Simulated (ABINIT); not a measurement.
Runs of ABINIT 10.8.3 (patched build) on Sn. It takes space group Fd-3m (No. 227, cubic). The conventional cell has a = 6.467 Å, b = 6.467 Å, c = 6.467 Å, α = 90.00°, β = 90.00°, γ = 90.00°. Around Sn (site symmetry -43m) lie 4 Sn at 2.80 Å. This isn't the form of Sn at room conditions, which is tetragonal (white tin).

```csv
task,level,potentials or basis,k mesh,cutoff (eV),smearing,stop of the response cycle (tolvrs),acoustic sum rule (asr),fine-grid cutoff,bands in the sums,broadening (eV),gap on the mesh (eV),pressure (GPa)
single point,PBE,PseudoDojo NC SR PBE v0.4.1 standard,5 × 5 × 5,952,fermi-dirac 0.05 eV,-,-,-,-,-,none,4.0
phonons,PBEsol,"Ansatz PAW PBE default generated set, frozen core",8 × 8 × 8,327,fermi-dirac 0.136 eV,1e-08,2,653.073 eV,-,-,none,1.2
optical spectrum,PBEsol,PseudoDojo NC SR PBEsol v0.4.1 standard,"8 × 8 × 8, with 4 shifts",871,methfessel-paxton 0.1 eV,-,-,-,20,0.1,-,(b)
single point,PBE,PseudoDojo NC SR PBE v0.4.1 standard,5 × 5 × 5,871,fermi-dirac 0.05 eV,-,-,-,-,-,none,-
phonons,PBEsol,PseudoDojo NC SR PBEsol v0.4.1 standard,8 × 8 × 8,871,fermi-dirac 0.1 eV,1e-10,1,-,-,-,none,(a)
positron lifetime,LDA,JTH PAW LDA v2.0,5 × 5 × 5,272,gaussian 0.2 eV,-,-,544.228 eV,-,-,none,-
single point,PBE,PseudoDojo NC SR PBE v0.5 stringent,5 × 5 × 5,1225,fermi-dirac 0.05 eV,-,-,-,-,-,none,3.3
```

Alike in all rows: no spin polarisation; cell as given.

Q: Estimate the missing entries.

A: (a) 0.6; (b) 0.5.

Caveats: the PAW data sets were made with another functional, which shifts forces and pressure a little (some runs); the intraband (Drude) term is left out (some runs); spectra need much finer meshes, so this one isn't converged (some runs); the PAW basis is incomplete for the positron (some runs).

A k mesh can miss the band edges, and the runs leave out spin-orbit coupling on Sn.

A gap of «none» marks a metal or a gap under the smearing width.

Not every run made on this cell is shown here.
